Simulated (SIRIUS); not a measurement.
Ir in SIRIUS: the effect of dispersion

Crystal: Ir.

```
CELL_PARAMETERS angstrom
0.00000 1.91560 1.91560
1.91560 0.00000 1.91560
1.91560 1.91560 0.00000
ATOMIC_POSITIONS crystal
Ir 0.00000 0.00000 0.00000
```

Alike in all runs:

| Property | Result |
| --- | --- |
| Program | SIRIUS 7.12.0 |
| Task | equation of state |
| Functional | PBE |
| Potentials or basis | all-electron FP-LAPW |
| Cutoff | 190 eV |
| Basis | apw+lo standard |
| k mesh | 12 × 12 × 12 |
| Occupations | fermi-dirac, width 0.05 eV |
| Spin | no spin polarisation |

```csv
dispersion,V0 of scaled cells (Å³/atom),B0 (GPa)
none,?,?
D3,14.09,377
D3(BJ),14.14,374
D4,14.11,379
```

Problem. What does the run with dispersion none give?

Solution. V0 of scaled cells 14.48 Å³/atom; B0 348 GPa.
